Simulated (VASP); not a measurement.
Write the native input for VASP 6.6.1 that does the following.

- Task: band structure
- Functional: rev-vdW-DF2
- Potentials or basis: VASP PAW PBE potentials, release 64 (Sn_d, Se)
- Cutoff: 520 eV
- k mesh: 4 × 8 × 8
- Occupations: gaussian, width 0.03 eV
- Spin: no spin polarisation
- Further INCAR settings: ALGO = Fast; EDIFF = 1e-06; NBANDS = 50

The structure of SnSe lies in POSCAR:

```
SnSe                                    
1.0
   11.6457342620      0.0000000000      0.0000000000
    0.0000000000      4.2001906107     -0.0000000000
    0.0000000000     -0.0000000000      4.4511259172
  Sn              Se            
     4     4
Direct
     0.1196399814410344    0.2500000000000000    0.1014250481537961
     0.3803600185589656    0.7500000000000000    0.6014250481537960
     0.6196399814410345    0.2500000000000000    0.3985749518462039
     0.8803600185589655    0.7500000000000000    0.8985749518462040
     0.3563968238542425    0.2500000000000000    0.0233544331874238
     0.1436031761457575    0.7500000000000000    0.5233544331874238
     0.8563968238542424    0.2500000000000000    0.4766455668125762
     0.6436031761457576    0.7500000000000000    0.9766455668125762
```

The input as run:

INCAR

```
SYSTEM = SnSe
  PREC = Accurate
  ENCUT = 520
  EDIFF = 1E-6
  ISMEAR = 0
  SIGMA = 0.03
  LREAL = .FALSE.
  LASPH = .TRUE.
  NELM = 80
  ALGO = Fast
  ISIF = 2
  LWAVE = .FALSE.
  LCHARG = .FALSE.
  GGA = MK
  LUSE_VDW = .TRUE.
  AGGAC = 0.0
  PARAM1 = 0.1234
  PARAM2 = 0.711357
  ZAB_VDW = -1.8867
  NBANDS = 50
  ICORELEVEL = 1
  KPAR = 2
```

KPOINTS

```
Automatic mesh
0
G
  4 8 8
  0 0 0
```

KPOINTS_OPT

```
explicit points
128
Reciprocal
 0.0000000000  0.0000000000  0.0000000000 1
 0.0000000000  0.0555555556  0.0000000000 1
 0.0000000000  0.1111111111  0.0000000000 1
 0.0000000000  0.1666666667  0.0000000000 1
 0.0000000000  0.2222222222  0.0000000000 1
 0.0000000000  0.2777777778  0.0000000000 1
 0.0000000000  0.3333333333  0.0000000000 1
 0.0000000000  0.3888888889  0.0000000000 1
 0.0000000000  0.4444444444  0.0000000000 1
 0.0000000000  0.5000000000  0.0000000000 1
 0.0000000000  0.5000000000  0.0000000000 1
 0.0000000000  0.5000000000  0.0555555556 1
 0.0000000000  0.5000000000  0.1111111111 1
 0.0000000000  0.5000000000  0.1666666667 1
 0.0000000000  0.5000000000  0.2222222222 1
 0.0000000000  0.5000000000  0.2777777778 1
 0.0000000000  0.5000000000  0.3333333333 1
 0.0000000000  0.5000000000  0.3888888889 1
 0.0000000000  0.5000000000  0.4444444444 1
 0.0000000000  0.5000000000  0.5000000000 1
 0.0000000000  0.5000000000  0.5000000000 1
 0.0000000000  0.4444444444  0.5000000000 1
 0.0000000000  0.3888888889  0.5000000000 1
 0.0000000000  0.3333333333  0.5000000000 1
 0.0000000000  0.2777777778  0.5000000000 1
 0.0000000000  0.2222222222  0.5000000000 1
 0.0000000000  0.1666666667  0.5000000000 1
 0.0000000000  0.1111111111  0.5000000000 1
 0.0000000000  0.0555555556  0.5000000000 1
 0.0000000000  0.0000000000  0.5000000000 1
 0.0000000000  0.0000000000  0.5000000000 1
 0.0000000000  0.0000000000  0.4444444444 1
 0.0000000000  0.0000000000  0.3888888889 1
 0.0000000000  0.0000000000  0.3333333333 1
 0.0000000000  0.0000000000  0.2777777778 1
 0.0000000000  0.0000000000  0.2222222222 1
 0.0000000000  0.0000000000  0.1666666667 1
 0.0000000000  0.0000000000  0.1111111111 1
 0.0000000000  0.0000000000  0.0555555556 1
 0.0000000000  0.0000000000  0.0000000000 1
 0.0000000000  0.0000000000  0.0000000000 1
 0.0555555556  0.0000000000  0.0000000000 1
 0.1111111111  0.0000000000  0.0000000000 1
 0.1666666667  0.0000000000  0.0000000000 1
 0.2222222222  0.0000000000  0.0000000000 1
 0.2777777778  0.0000000000  0.0000000000 1
 0.3333333333  0.0000000000  0.0000000000 1
 0.3888888889  0.0000000000  0.0000000000 1
 0.4444444444  0.0000000000  0.0000000000 1
 0.5000000000  0.0000000000  0.0000000000 1
 0.5000000000  0.0000000000  0.0000000000 1
 0.5000000000  0.0555555556  0.0000000000 1
 0.5000000000  0.1111111111  0.0000000000 1
 0.5000000000  0.1666666667  0.0000000000 1
 0.5000000000  0.2222222222  0.0000000000 1
 0.5000000000  0.2777777778  0.0000000000 1
 0.5000000000  0.3333333333  0.0000000000 1
 0.5000000000  0.3888888889  0.0000000000 1
 0.5000000000  0.4444444444  0.0000000000 1
 0.5000000000  0.5000000000  0.0000000000 1
 0.5000000000  0.5000000000  0.0000000000 1
 0.5000000000  0.5000000000  0.0555555556 1
 0.5000000000  0.5000000000  0.1111111111 1
 0.5000000000  0.5000000000  0.1666666667 1
 0.5000000000  0.5000000000  0.2222222222 1
 0.5000000000  0.5000000000  0.2777777778 1
 0.5000000000  0.5000000000  0.3333333333 1
 0.5000000000  0.5000000000  0.3888888889 1
 0.5000000000  0.5000000000  0.4444444444 1
 0.5000000000  0.5000000000  0.5000000000 1
 0.5000000000  0.5000000000  0.5000000000 1
 0.5000000000  0.4444444444  0.5000000000 1
 0.5000000000  0.3888888889  0.5000000000 1
 0.5000000000  0.3333333333  0.5000000000 1
 0.5000000000  0.2777777778  0.5000000000 1
 0.5000000000  0.2222222222  0.5000000000 1
 0.5000000000  0.1666666667  0.5000000000 1
 0.5000000000  0.1111111111  0.5000000000 1
 0.5000000000  0.0555555556  0.5000000000 1
 0.5000000000  0.0000000000  0.5000000000 1
 0.5000000000  0.0000000000  0.5000000000 1
 0.5000000000  0.0000000000  0.4444444444 1
 0.5000000000  0.0000000000  0.3888888889 1
 0.5000000000  0.0000000000  0.3333333333 1
 0.5000000000  0.0000000000  0.2777777778 1
 0.5000000000  0.0000000000  0.2222222222 1
 0.5000000000  0.0000000000  0.1666666667 1
 0.5000000000  0.0000000000  0.1111111111 1
 0.5000000000  0.0000000000  0.0555555556 1
 0.5000000000  0.0000000000  0.0000000000 1
 0.0000000000  0.0000000000  0.5000000000 1
 0.0555555556  0.0000000000  0.5000000000 1
 0.1111111111  0.0000000000  0.5000000000 1
 0.1666666667  0.0000000000  0.5000000000 1
 0.2222222222  0.0000000000  0.5000000000 1
 0.2777777778  0.0000000000  0.5000000000 1
 0.3333333333  0.0000000000  0.5000000000 1
 0.3888888889  0.0000000000  0.5000000000 1
 0.4444444444  0.0000000000  0.5000000000 1
 0.5000000000  0.0000000000  0.5000000000 1
 0.5000000000  0.5000000000  0.0000000000 1
 0.4444444444  0.5000000000  0.0000000000 1
 0.3888888889  0.5000000000  0.0000000000 1
 0.3333333333  0.5000000000  0.0000000000 1
 0.2777777778  0.5000000000  0.0000000000 1
 0.2222222222  0.5000000000  0.0000000000 1
 0.1666666667  0.5000000000  0.0000000000 1
 0.1111111111  0.5000000000  0.0000000000 1
 0.0555555556  0.5000000000  0.0000000000 1
 0.0000000000  0.5000000000  0.0000000000 1
 0.0000000000  0.5000000000  0.5000000000 1
 0.0555555556  0.5000000000  0.5000000000 1
 0.1111111111  0.5000000000  0.5000000000 1
 0.1666666667  0.5000000000  0.5000000000 1
 0.2222222222  0.5000000000  0.5000000000 1
 0.2777777778  0.5000000000  0.5000000000 1
 0.3333333333  0.5000000000  0.5000000000 1
 0.3888888889  0.5000000000  0.5000000000 1
 0.4444444444  0.5000000000  0.5000000000 1
 0.5000000000  0.5000000000  0.5000000000 1
 0.0000000000  0.0000000000  0.0000000000 1
 0.5000000000  0.5000000000  0.5000000000 1
 0.0000000000  0.5000000000  0.5000000000 1
 0.5000000000  0.0000000000  0.5000000000 1
 0.5000000000  0.5000000000  0.0000000000 1
 0.0000000000  0.5000000000  0.0000000000 1
 0.0000000000  0.0000000000  0.5000000000 1
 0.5000000000  0.0000000000  0.0000000000 1
```

Potentials or basis: VASP PAW PBE potentials, release 64 (Sn_d, Se).

Command:

```console
$ cat potpaw_PBE.64/Sn_d/POTCAR potpaw_PBE.64/Se/POTCAR > POTCAR
$ mpirun -np 2 vasp_std > vasp.out
```

It gave:

```json
{
 "Pressure": "0.0 GPa",
 "Largest force": "0.004 eV/Å",
 "Band gap on the k mesh": "0.62 eV, indirect (least direct gap 0.84 eV)",
 "Band gap along the path": "0.52 eV, indirect (least direct gap 0.69 eV)"
}
```

Caveat: the PAW data sets were made with another functional, which shifts forces and pressure a little; spin-orbit coupling is left out, which moves the levels of the heavy elements; the mesh misses the band edges, which the band path finds closer together.

Wall time 14 min on 2 MPI ranks on Intel(R) Xeon(R) Platinum 8488C (Sapphire Rapids) (shared host), peak memory 1.2 GiB a rank.
